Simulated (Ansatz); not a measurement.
# Pt: the cost of one run

Method: DFT PBE, scalar-relativistic, plane waves, PAW, in Ansatz 0.2.0.

The COD entry's cell or inner coordinates are ideal or old and differ from later refinements, so a difference from it is no clean test against experiment.

5 further runs of the same task are left out: 1 that didn't finish, 4 set aside as unsound or not needed.

## Step 1: The starting structure

The structure is cubic, space group Fm-3m (No. 225). The conventional cell has a = 3.970 Å, b = 3.970 Å, c = 3.970 Å, α = 90.00°, β = 90.00°, γ = 90.00°. Around Pt (site symmetry m-3m) lie 12 Pt at 2.81 Å.

Coordinates:

```cif
data_structure
_symmetry_space_group_name_H-M 'P 1'
_symmetry_Int_Tables_number 1
_cell_length_a 2.8073
_cell_length_b 2.8073
_cell_length_c 3.9701
_cell_angle_alpha 90.000
_cell_angle_beta 90.000
_cell_angle_gamma 90.000
_cell_volume 31.29
loop_
_atom_site_label
_atom_site_type_symbol
_atom_site_fract_x
_atom_site_fract_y
_atom_site_fract_z
_atom_site_occupancy
Pt1 Pt 0.00000 0.00000 0.00000 1
Pt2 Pt 0.50000 0.50000 0.50000 1
```

## Step 2: Zero strain

File input.yaml:

```yaml
crystal:
  lattice:
    - [1.9850550543, 1.9850550543, 0.0]
    - [-1.9850550543, 1.9850550543, 0.0]
    - [0.0, 0.0, 3.9701101087]
  atoms:
    - { symbol: Pt, position: [0.0, 0.0, 0.0] }
    - { symbol: Pt, position: [0.5, 0.5, 0.5] }
basis:
  ecutwfc: 420
kpoints:
  mp_grid: { grid: [18, 18, 14] }
hamiltonian:
  xc: pbe
scf:
  occupations: { method: gaussian, width: 0.1 }
output:
  forces: true
  stress: true
  eigenvalues: true
```

On the command line:

```sh
ansatz run input.yaml --threads 1 --pin off --max-ram 2560MiB --backend cpu --events-out ev --progress --plain --runs-dir out
```

**Question.** How long does this run take on 1 thread of Intel Xeon Platinum 8259CL at 2.50GHz (Skylake/Cascade Lake), shared host, and how much memory does it need?

About 11 s, with a peak of 0.55 GiB.
